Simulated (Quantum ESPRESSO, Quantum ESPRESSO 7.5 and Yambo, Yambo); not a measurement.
**Quasiparticle gap of BaS (Fm-3m) in Yambo**

How does a plane-wave GW calculation on BaS (Fm-3m) run from the first input to the gap?

Method: PBE and many-body steps on it, plane waves, in Quantum ESPRESSO 7.5 and Yambo 5.3.0.

## (1) Set-up

The structure is cubic, space group Fm-3m (No. 225). Conventional cell: a = 6.388 Å, b = 6.388 Å, c = 6.388 Å, α = 90.00°, β = 90.00°, γ = 90.00°. Ba has 6 S at 3.19 Å nearest. Nearest to S lie 6 Ba at 3.19 Å. Farther neighbours and most contacts between anions are not listed.

The cell and positions come from the Crystallography Open Database and are kept as given unless a step says otherwise.

## (2) Ground state

This step: Quantum ESPRESSO 7.5; DFT, PBE with spin-orbit coupling, plane waves, norm-conserving pseudopotentials.

The ground-state density comes first.

Contents of pw.in:

```
&control
  calculation = 'scf'
  prefix = 'x'
  outdir = 'o'
  pseudo_dir = 'pseudo'
/
&system
  ibrav = 0
  nat = 2
  ntyp = 2
  ecutwfc = 40.0
  nbnd = 26
  force_symmorphic = .true.
  noncolin = .true.
  lspinorb = .true.
/
&electrons
  conv_thr = 1e-10
  electron_maxstep = 80
  mixing_beta = 0.5
/
ATOMIC_SPECIES
  Ba 137.33 Ba.upf
  S 32.06 S.upf
CELL_PARAMETERS angstrom
  0.0000000000 3.1937500000 3.1937500000
  3.1937500000 0.0000000000 3.1937500000
  3.1937500000 3.1937500000 0.0000000000
ATOMIC_POSITIONS crystal
  Ba 0.0000000000 0.0000000000 0.0000000000
  S 0.5000000000 0.5000000000 0.5000000000
K_POINTS automatic
  6 6 6 0 0 0
```

Launch:

```
$ OMP_NUM_THREADS=1 mpirun -n 16 pw.x -nk 8 -in pw.in > pw.out
```

The program printed:

```text
Program PWSCF v.7.5 starts

     This program is part of the open-source Quantum ESPRESSO suite
     for quantum simulation of materials; please cite
         "P. Giannozzi et al., J. Phys.:Condens. Matter 21 395502 (2009);
         "P. Giannozzi et al., J. Phys.:Condens. Matter 29 465901 (2017);
         "P. Giannozzi et al., J. Chem. Phys. 152 154105 (2020);
     in publications or presentations arising from this work. More details at
     Message from routine setup:
     using ibrav=0 with symmetry is DISCOURAGED, use correct ibrav instead

     bravais-lattice index     =            0
     lattice parameter (alat)  =       8.5352  a.u.
     unit-cell volume          =     439.6725 (a.u.)^3
     number of atoms/cell      =            2
     number of atomic types    =            2
     number of electrons       =        16.00
     number of Kohn-Sham states=           26
     kinetic-energy cutoff     =      40.0000  Ry
     charge density cutoff     =     160.0000  Ry
     scf convergence threshold =      1.0E-10
     mixing beta               =       0.5000
     number of iterations used =            8  plain     mixing
     Exchange-correlation= PBE
                           (   1   4   3   4   0   0   0)
     Non magnetic calculation with spin-orbit

     celldm(1)=   8.535221  celldm(2)=   0.000000  celldm(3)=   0.000000
     celldm(4)=   0.000000  celldm(5)=   0.000000  celldm(6)=   0.000000

     crystal axes: (cart. coord. in units of alat)
               a(1) = (   0.000000   0.707107   0.707107 )
               a(2) = (   0.707107   0.000000   0.707107 )
               a(3) = (   0.707107   0.707107   0.000000 )

     reciprocal axes: (cart. coord. in units 2 pi/alat)
               b(1) = ( -0.707107  0.707107  0.707107 )
               b(2) = (  0.707107 -0.707107  0.707107 )
               b(3) = (  0.707107  0.707107 -0.707107 )
     Pseudo is Norm-conserving + core correction, Zval = 10.0
     Generated using ONCVPSP code by D. R. Hamann
     Using radial grid of 1958 points, 10 beta functions with:
     Pseudo is Norm-conserving + core correction, Zval =  6.0
     Generated using ONCVPSP code by D. R. Hamann
     Using radial grid of 1146 points, 10 beta functions with:
     Ba               10.00   137.33000     Ba( 1.00)
     S                 6.00    32.06000     S ( 1.00)

     48 Sym. Ops., with inversion, found

   Cartesian axes

     site n.     atom                  positions (alat units)
         1        Ba     tau(   1) = (   0.0000000   0.0000000   0.0000000  )
         2        S      tau(   2) = (   0.7071068   0.7071068   0.7071068  )

     number of k points=    16
                       cart. coord. in units 2pi/alat
        k(    1) = (   0.0000000   0.0000000   0.0000000), wk =   0.0046296
        k(    2) = (   0.1178511   0.1178511  -0.1178511), wk =   0.0370370
        k(    3) = (   0.2357023   0.2357023  -0.2357023), wk =   0.0370370
        k(    4) = (  -0.3535534  -0.3535534   0.3535534), wk =   0.0185185
        k(    5) = (   0.2357023   0.0000000  -0.0000000), wk =   0.0277778
        k(    6) = (   0.3535534   0.1178511  -0.1178511), wk =   0.1111111
        k(    7) = (  -0.2357023  -0.4714045   0.4714045), wk =   0.1111111
        k(    8) = (  -0.1178511  -0.3535534   0.3535534), wk =   0.1111111
        k(    9) = (   0.0000000  -0.2357023   0.2357023), wk =   0.0555556
        k(   10) = (   0.4714045   0.0000000  -0.0000000), wk =   0.0277778
     [... 4 further rows ...]
        k(   15) = (  -0.1178511  -0.3535534   0.5892557), wk =   0.1111111
        k(   16) = (  -0.7071068   0.2357023   0.0000000), wk =   0.0555556

     Dense  grid:    15065 G-vectors     FFT dimensions: (  36,  36,  36)

     Initial potential from superposition of free atoms

     starting charge      15.9834, renormalised to      16.0000
     Starting wfcs are   18 randomized atomic wfcs +    8 random wfcs

     per-process dynamical memory:    16.5 Mb

     Self-consistent Calculation

     iteration #  1     ecut=    40.00 Ry     beta= 0.50

     Threshold (ethr) on eigenvalues was too large:
     Diagonalizing with lowered threshold

     total energy              =     -78.55581071 Ry
     estimated scf accuracy    <       0.13294664 Ry

     iteration #  2     ecut=    40.00 Ry     beta= 0.50

     total energy              =     -78.58804221 Ry
     estimated scf accuracy    <       0.01407461 Ry

     iteration #  3     ecut=    40.00 Ry     beta= 0.50

     total energy              =     -78.59098730 Ry
     estimated scf accuracy    <       0.00181463 Ry

     iteration #  4     ecut=    40.00 Ry     beta= 0.50

     total energy              =     -78.59110639 Ry
     estimated scf accuracy    <       0.00007819 Ry

     iteration #  5     ecut=    40.00 Ry     beta= 0.50

     total energy              =     -78.59113002 Ry
     estimated scf accuracy    <       0.00000422 Ry

     iteration #  6     ecut=    40.00 Ry     beta= 0.50

     total energy              =     -78.59113118 Ry
     estimated scf accuracy    <       0.00000007 Ry

     iteration #  7     ecut=    40.00 Ry     beta= 0.50

     total energy              =     -78.59113124 Ry
     estimated scf accuracy    <       0.00000013 Ry

     iteration #  8     ecut=    40.00 Ry     beta= 0.50

     total energy              =     -78.59113126 Ry
     estimated scf accuracy    <          2.1E-09 Ry

     iteration #  9     ecut=    40.00 Ry     beta= 0.50

     total energy              =     -78.59113126 Ry
     estimated scf accuracy    <          1.2E-10 Ry

     iteration # 10     ecut=    40.00 Ry     beta= 0.50

     End of self-consistent calculation

          k = 0.0000 0.0000 0.0000 (  1893 PWs)   bands (ev):

   -20.1134 -20.1134  -6.6152  -6.6152  -4.5575  -4.5575  -4.5575  -4.5575
    -4.4361  -4.4361   5.8017   5.8017   5.9427   5.9427   5.9427   5.9427
     9.5251   9.5251   9.7797   9.7797   9.7797   9.7797   9.8464   9.8464
    10.7335  10.7335

          k = 0.1179 0.1179-0.1179 (  1877 PWs)   bands (ev):

   -20.1022 -20.1022  -6.7029  -6.7029  -5.0641  -5.0641  -4.5677  -4.5677
    -3.8292  -3.8292   5.2483   5.2483   5.5354   5.5354   5.5987   5.5987
     9.8297   9.8297  10.1886  10.1886  10.2258  10.2258  10.4941  10.4941
    11.4892  11.4892

          k = 0.2357 0.2357-0.2357 (  1886 PWs)   bands (ev):

   -20.0798 -20.0798  -6.8885  -6.8885  -5.3835  -5.3835  -4.5880  -4.5880
    -3.2949  -3.2949   4.3555   4.3555   5.0285   5.0285   5.0706   5.0706
    10.3713  10.3713  11.2692  11.2692  11.3044  11.3044  11.9420  11.9420
    13.2127  13.2127

          k =-0.3536-0.3536 0.3536 (  1892 PWs)   bands (ev):

     [... further k-points ...]

     highest occupied, lowest unoccupied level (ev):     5.9427    8.0420

!    total energy              =     -78.59113126 Ry
     estimated scf accuracy    <          1.4E-11 Ry

     The total energy is the sum of the following terms:
     one-electron contribution =      -5.47458378 Ry
     hartree contribution      =       9.20007614 Ry
     xc contribution           =     -19.82531521 Ry
     ewald contribution        =     -62.49130842 Ry

     convergence has been achieved in  10 iterations

     XML data file, charge density, pseudopotentials, collected wavefunctions

=------------------------------------------------------------------------------=
   JOB DONE.
=------------------------------------------------------------------------------=
```

Run time: 4 s. Hardware: 16 MPI ranks of Arm Neoverse V2, shared host; peak memory 0.82 GiB.

This step gave:

```yaml
total_energy: -1069.2868 eV
gap: 2.099 eV
k_of_the_valence_top: 0, 0, 0
k_of_the_conduction_bottom: 0, -0.5, -0.5
least_direct_gap: 2.189 eV
```

The gap is indirect, with the least direct gap 0.09 eV higher.

## (3) Bands along the symmetry lines

Levels along a band path, at the cheap level, show where the edges lie and whether the meshes to come will hold them.

Contents of pw.in:

```
&control
  calculation = 'bands'
  prefix = 'x'
  outdir = 'o'
  pseudo_dir = 'pseudo'
/
&system
  ibrav = 0
  nat = 2
  ntyp = 2
  ecutwfc = 40.0
  nbnd = 28
  force_symmorphic = .true.
  noncolin = .true.
  lspinorb = .true.
/
&electrons
  conv_thr = 1e-9
  electron_maxstep = 80
  diago_full_acc = .true.
  diago_thr_init = 5e-6
/
ATOMIC_SPECIES
  Ba 137.33 Ba.upf
  S 32.06 S.upf
CELL_PARAMETERS angstrom
  0.0000000000 3.1937500000 3.1937500000
  3.1937500000 0.0000000000 3.1937500000
  3.1937500000 3.1937500000 0.0000000000
ATOMIC_POSITIONS crystal
  Ba 0.0000000000 0.0000000000 0.0000000000
  S 0.5000000000 0.5000000000 0.5000000000
K_POINTS crystal
  50
  0.00000000 0.00000000 0.00000000 1
  0.06250000 0.00000000 0.06250000 1
  0.12500000 0.00000000 0.12500000 1
  0.18750000 0.00000000 0.18750000 1
  0.25000000 0.00000000 0.25000000 1
  0.31250000 0.00000000 0.31250000 1
  0.37500000 0.00000000 0.37500000 1
  0.43750000 0.00000000 0.43750000 1
  0.50000000 0.00000000 0.50000000 1
  0.51562500 0.03125000 0.51562500 1
  0.53125000 0.06250000 0.53125000 1
  0.54687500 0.09375000 0.54687500 1
  0.56250000 0.12500000 0.56250000 1
  0.57812500 0.15625000 0.57812500 1
  0.59375000 0.18750000 0.59375000 1
  0.60937500 0.21875000 0.60937500 1
  0.62500000 0.25000000 0.62500000 1
  0.37500000 0.37500000 0.75000000 1
  0.32812500 0.32812500 0.65625000 1
  0.28125000 0.28125000 0.56250000 1
  0.23437500 0.23437500 0.46875000 1
  0.18750000 0.18750000 0.37500000 1
  0.14062500 0.14062500 0.28125000 1
  0.09375000 0.09375000 0.18750000 1
  0.04687500 0.04687500 0.09375000 1
  0.00000000 0.00000000 0.00000000 1
  0.06250000 0.06250000 0.06250000 1
  0.12500000 0.12500000 0.12500000 1
  0.18750000 0.18750000 0.18750000 1
  0.25000000 0.25000000 0.25000000 1
  0.31250000 0.31250000 0.31250000 1
  0.37500000 0.37500000 0.37500000 1
  0.43750000 0.43750000 0.43750000 1
  0.50000000 0.50000000 0.50000000 1
  0.50000000 0.46875000 0.53125000 1
  0.50000000 0.43750000 0.56250000 1
  0.50000000 0.40625000 0.59375000 1
  0.50000000 0.37500000 0.62500000 1
  0.50000000 0.34375000 0.65625000 1
  0.50000000 0.31250000 0.68750000 1
  0.50000000 0.28125000 0.71875000 1
  0.50000000 0.25000000 0.75000000 1
  0.50000000 0.21875000 0.71875000 1
  0.50000000 0.18750000 0.68750000 1
  0.50000000 0.15625000 0.65625000 1
  0.50000000 0.12500000 0.62500000 1
  0.50000000 0.09375000 0.59375000 1
  0.50000000 0.06250000 0.56250000 1
  0.50000000 0.03125000 0.53125000 1
  0.50000000 0.00000000 0.50000000 1
```

Launch:

```
$ OMP_NUM_THREADS=1 mpirun -n 16 pw.x -nk 16 -in pw.in > pw.out
```

The program printed:

```text
[banner, memory and clock lines left out]
Program PWSCF v.7.5 starts

     Atomic positions and unit cell read from directory:
     o/x.save/

     Message from routine setup:
     using ibrav=0 with symmetry is DISCOURAGED, use correct ibrav instead

     G-vector sticks info

     bravais-lattice index     =            0
     lattice parameter (alat)  =       8.5352  a.u.
     unit-cell volume          =     439.6725 (a.u.)^3
     number of atoms/cell      =            2
     number of atomic types    =            2
     number of electrons       =        16.00
     number of Kohn-Sham states=           28
     kinetic-energy cutoff     =      40.0000  Ry
     charge density cutoff     =     160.0000  Ry
     Exchange-correlation= PBE
                           (   1   4   3   4   0   0   0)
     Non magnetic calculation with spin-orbit

     celldm(1)=   8.535221  celldm(2)=   0.000000  celldm(3)=   0.000000
     celldm(4)=   0.000000  celldm(5)=   0.000000  celldm(6)=   0.000000

     crystal axes: (cart. coord. in units of alat)
               a(1) = (   0.000000   0.707107   0.707107 )
               a(2) = (   0.707107   0.000000   0.707107 )
               a(3) = (   0.707107   0.707107   0.000000 )

     reciprocal axes: (cart. coord. in units 2 pi/alat)
               b(1) = ( -0.707107  0.707107  0.707107 )
               b(2) = (  0.707107 -0.707107  0.707107 )
               b(3) = (  0.707107  0.707107 -0.707107 )
     Pseudo is Norm-conserving + core correction, Zval = 10.0
     Generated using ONCVPSP code by D. R. Hamann
     Using radial grid of 1958 points, 10 beta functions with:
     Pseudo is Norm-conserving + core correction, Zval =  6.0
     Generated using ONCVPSP code by D. R. Hamann
     Using radial grid of 1146 points, 10 beta functions with:
     Ba               10.00   137.33000     Ba( 1.00)
     S                 6.00    32.06000     S ( 1.00)

     48 Sym. Ops., with inversion, found

   Cartesian axes

     site n.     atom                  positions (alat units)
         1        Ba     tau(   1) = (   0.0000000   0.0000000   0.0000000  )
         2        S      tau(   2) = (   0.7071068   0.7071068   0.7071068  )

     number of k points=    50
                       cart. coord. in units 2pi/alat
        k(    1) = (   0.0000000   0.0000000   0.0000000), wk =   0.0200000
        k(    2) = (   0.0000000   0.0883883   0.0000000), wk =   0.0200000
        k(    3) = (   0.0000000   0.1767767   0.0000000), wk =   0.0200000
[...]
[... 38 further rows ...]
        k(   49) = (   0.0441942   0.7071068   0.0000000), wk =   0.0200000
        k(   50) = (   0.0000000   0.7071068   0.0000000), wk =   0.0200000

     Dense  grid:    15065 G-vectors     FFT dimensions: (  36,  36,  36)

     The potential is recalculated from file :
     o/x.save/charge-density

     Starting wfcs are   18 randomized atomic wfcs +   10 random wfcs

     Band Structure Calculation

     End of band structure calculation

          k = 0.0000 0.0000 0.0000 (  1893 PWs)   bands (ev):

   -20.1134 -20.1134  -6.6152  -6.6152  -4.5575  -4.5575  -4.5575  -4.5575
    -4.4361  -4.4361   5.8017   5.8017   5.9427   5.9427   5.9427   5.9427
     9.5251   9.5251   9.7797   9.7797   9.7797   9.7797   9.8464   9.8464
    10.7335  10.7335  10.7335  10.7335

          k = 0.0000 0.0884 0.0000 (  1881 PWs)   bands (ev):

[...]
10.7675  10.7675  11.0208  11.0208

          k = 0.0000 0.1768 0.0000 (  1884 PWs)   bands (ev):

[...]
10.8678  10.8678  11.8631  11.8631

          k =-0.0000 0.2652 0.0000 (  1876 PWs)   bands (ev):

[...]
k = 0.0000 0.4419-0.0000 (  1876 PWs)   bands (ev):

[...]
k =-0.0000 0.5303 0.0000 (  1872 PWs)   bands (ev):

[...]
k = 0.0000 0.6187-0.0000 (  1888 PWs)   bands (ev):

[...]
k = 0.4640 0.4640-0.0000 (  1876 PWs)   bands (ev):

[...]
k = 0.3315 0.3315-0.0000 (  1877 PWs)   bands (ev):

[...]
k = 0.3094 0.7071-0.0000 (  1880 PWs)   bands (ev):

[...]
k = 0.2210 0.7071-0.0000 (  1868 PWs)   bands (ev):

[...]
k = 0.1768 0.7071-0.0000 (  1872 PWs)   bands (ev):

[...]
k = 0.0442 0.7071 0.0000 (  1872 PWs)   bands (ev):

[...]
13.4453  13.4453  13.5738  13.5738

          k = 0.0000 0.7071 0.0000 (  1868 PWs)   bands (ev):

[...]
-4.3478  -4.3478   5.3759   5.3759   5.7115   5.7115   5.8534   5.8534
     8.0420   8.0420  11.8676  11.8676  11.9548  11.9548  13.3752  13.3752
    13.4875  13.4875  13.5873  13.5873

     XML data file, pseudopotentials, collected wavefunctions
```

Elapsed: 4.5 s, on 16 MPI ranks; peak memory 0.93 GiB.

Numbers from this step:

| Quantity | Value |
| --- | --- |
| gap | 2.099 eV |
| k of the valence top | 0, 0, 0 |
| k of the conduction bottom | 0.5, 0, 0.5 |
| least direct gap | 2.189 eV |

The gap is 2.099 eV, as in the run before at this level.

The electronic bands at the labelled points (eV, zero at the top of the highest filled band; v1 is the highest filled band, c1 the lowest empty one):

| point | v4 | v3 | v2 | v1 | c1 | c2 | c3 | c4 |
| --- | --- | --- | --- | --- | --- | --- | --- | --- |
| Γ | 0.00 | 0.00 | 0.00 | 0.00 | 3.58 | 3.58 | 3.84 | 3.84 |
| halfway | -0.27 | -0.27 | -0.14 | -0.14 | 2.78 | 2.78 | 4.69 | 4.69 |
| X | -0.23 | -0.23 | -0.09 | -0.09 | 2.10 | 2.10 | 5.92 | 5.92 |
| halfway | -0.43 | -0.43 | -0.28 | -0.28 | 2.43 | 2.43 | 6.29 | 6.29 |
| U | -0.64 | -0.64 | -0.54 | -0.54 | 3.27 | 3.27 | 5.92 | 5.92 |
| jump to K | -0.64 | -0.64 | -0.54 | -0.54 | 3.27 | 3.27 | 5.92 | 5.92 |
| halfway | -0.91 | -0.91 | -0.36 | -0.36 | 4.04 | 4.04 | 4.69 | 4.69 |
| Γ | 0.00 | 0.00 | 0.00 | 0.00 | 3.58 | 3.58 | 3.84 | 3.84 |
| halfway | -0.68 | -0.68 | -0.63 | -0.63 | 4.07 | 4.07 | 4.72 | 4.72 |
| L | -1.12 | -1.12 | -1.09 | -1.09 | 5.53 | 5.53 | 5.61 | 5.61 |
| halfway | -0.89 | -0.89 | -0.80 | -0.80 | 4.66 | 4.66 | 4.84 | 4.84 |
| W | -0.58 | -0.58 | -0.44 | -0.44 | 4.24 | 4.24 | 4.27 | 4.27 |
| halfway | -0.55 | -0.55 | -0.31 | -0.31 | 2.74 | 2.74 | 6.09 | 6.09 |
| X | -0.23 | -0.23 | -0.09 | -0.09 | 2.10 | 2.10 | 5.92 | 5.92 |

[end of part 1 of 3]

[Paths, hosts, dates, memory and timing lines, banners, echoed tables and standing remarks are left out of the program output.]

[Logs are printed without paths, hosts, clocks, repeated set-up lines and the standing remarks that a program may print on its own settings, such as how far it seeks lower states.]

[Runs of the session that timed out or met a known fault of the program may be left out.]

[Hosts, paths, dates, database ids (printed as entryN), source tags and the programs' standing remarks are cut or masked in the printed files.]
